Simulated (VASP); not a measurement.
Here is a VASP 6.6.1 calculation.

The input INCAR:

```
ALGO = Normal
EDIFF = 1E-6
EDIFFG = -0.02
ENCUT = 580
GGA_COMPAT = False
IBRION = 2
ISIF = 3
ISMEAR = 0
IVDW = 12
LASPH = True
LCHARG = False
LMAXMIX = 4
LMIXTAU = True
LNONCOLLINEAR = True
LORBIT = 11
LREAL = False
LSORBIT = True
LWAVE = False
MAGMOM = 0 0 0
METAGGA = RSCAN
NELM = 60
NSW = 40
PREC = Accurate
SIGMA = 0.05
VDW_A1 = 0.47023427
VDW_A2 = 5.73408312
VDW_S6 = 1.0
VDW_S8 = 1.08859014
```

Contents of KPOINTS:

```
k-points
0
Gamma
  9 9 9
```

POSCAR

```
Ru
1.0
    0.0000000000      1.9150000000      1.9150000000
    1.9150000000      0.0000000000      1.9150000000
    1.9150000000      1.9150000000      0.0000000000
Ru
1
Direct
    0.0000000000      0.0000000000      0.0000000000
```

Potentials or basis: VASP PAW PBE potentials, release 64 (Ru).

Run with:

```bash
$ cat potpaw_PBE.64/Ru/POTCAR > POTCAR
$ mpirun -np 1 vasp_ncl > vasp.out
```

Task: Predict the space group after relaxing (to 0.05 Å).

Result: Fm-3m (No. 225).

Task: Estimate the relaxed volume.

Result: 13.39 Å³/atom.

Task: What does it give for the relaxed cell?

Result: a = 2.665 Å, b = 2.665 Å, c = 2.665 Å, α = 60.00°, β = 60.00°, γ = 60.00°.

Task: What does it give for the dispersion energy per atom?

Result: -0.370 eV.

Final structure:
```
Ru
1.0
     0.00000    1.88450    1.88450
     1.88450    0.00000    1.88450
     1.88450    1.88450    0.00000
Ru
1
Cartesian
  0.0000 0.0000 0.0000
```

Caveat: the PAW data sets were made with another functional, which shifts forces and pressure a little.
